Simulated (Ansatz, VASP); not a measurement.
**Two plane-wave programs on Sn**

File INCAR:

```
PREC     = Accurate       # precision mode
ENCUT    = 520            # plane-wave cutoff, eV
EDIFF    = 1E-6           # SCF threshold, eV
ISMEAR   = 0              # smearing method
SIGMA    = 0.1            # smearing width, eV
LREAL    = False          # projectors in reciprocal space
LASPH    = True           # aspherical terms in the spheres
NELM     = 80             # most SCF steps
ALGO     = Normal         # electronic algorithm
ISIF     = 2              # what is computed and relaxed
LWAVE    = False          # write WAVECAR
LCHARG   = False          # write CHGCAR
GGA      = PE             # functional
NBANDS   = 21             # bands
```

File KPOINTS:

```
regular mesh
0
Gamma
  6 6 6
```

The input POSCAR:

```
Sn
1.0
   -2.9401404553      2.9401404553      1.5993019889
    2.9401404553     -2.9401404553      1.5993019889
    2.9401404553      2.9401404553     -1.5993019889
Sn
2
Direct
    0.7500000000      0.2500000000      0.5000000000
    0.0000000000      0.0000000000      0.0000000000
```

Input for Ansatz:

```yaml
crystal:
  lattice:
    - [-2.9401404553, 2.9401404553, 1.5993019889]
    - [2.9401404553, -2.9401404553, 1.5993019889]
    - [2.9401404553, 2.9401404553, -1.5993019889]
  atoms:
    - { symbol: Sn, position: [0.75, 0.25, 0.5] }
    - { symbol: Sn, position: [0.0, 0.0, 0.0] }
basis:
  ecutwfc: 420
kpoints:
  mp_grid: { grid: [6, 6, 6] }
hamiltonian:
  xc: pbe
scf:
  occupations: { method: gaussian, width: 0.1 }
output:
  forces: true
  stress: true
  eigenvalues: true
```

Alike in both runs: task single point; functional PBE; k mesh 6 × 6 × 6; occupations gaussian, width 0.1 eV; no spin polarisation.

|  | VASP | Ansatz |
| --- | --- | --- |
| version | VASP 6.6.1 | Ansatz 0.2.0 |
| potentials or method | VASP PAW PBE potentials, release 64 (Sn_d) | scalar-relativistic, plane waves, PAW |
| plane-wave cutoff (eV) | 520 | 420 |
| valence electrons in the cell | 28 | 28 |

|  | VASP | Ansatz | Ansatz less VASP |
| --- | --- | --- | --- |
| gap on the k mesh at the Fermi level (eV) | none | none | - |
| pressure (GPa) | 1.3 | 1.3 | +0.06 |
| largest component of the traceless stress (GPa) | 0.96 | 0.97 | +0.010 |

A gap of «none» marks a metal or a gap that the smearing closes.

Caveats: the k mesh is coarse (spacing up to 0.37 Å⁻¹), so the values aren't converged.
